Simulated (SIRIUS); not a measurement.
# Co under changes of volume

One of the cells (11.103 Å³/atom); the others are scaled copies at fixed shape and fractional positions:

```
CELL_PARAMETERS angstrom
2.50384 0.00000 0.00000
-1.25192 2.16839 0.00000
0.00000 0.00000 4.09020
ATOMIC_POSITIONS crystal
Co 0.33333 0.66667 0.74014
Co 0.66667 0.33333 0.25986
```

* Program: SIRIUS 7.12.0
* Functional: PBE
* Potentials or basis: all-electron FP-LAPW
* Cutoff: 218 eV
* Basis: apw+lo standard
* k mesh: 12 × 12 × 7
* Occupations: fermi-dirac, width 0.05 eV
* Spin: collinear spin, ferromagnetic start
* Starting moments: [2.0, 2.0] μB

```tsv
volume (Å³/atom)	energy over the lowest point (meV/atom)	moment (μB per cell)
10.233	26.61	3.11
10.450	10.24	3.17
10.668	0.65	3.22
11.103	0.00	3.29
11.321	7.59	3.32
11.539	?	?
```

What does the run at 11.539 Å³/atom give?

Energy over the lowest point 19.90 meV/atom; moment 3.35 μB per cell.

Worked out: A Birch-Murnaghan fit of order 3 (a polynomial in V^(-2/3)) to the other rows has its minimum at 10.90 Å³/atom with B0 = V·E''(V) = 208 GPa and B' = 4.1 at fixed shape and positions, which overstates the stiffness. It gives 19.87 meV/atom at 11.539 Å³/atom, against the run's 19.90. A parabola through the other rows of the moment, of slope 0.0578 μB per Å³/atom there, extrapolates to 3.33 μB, against the run's 3.35.

Energies are extrapolated to zero smearing.
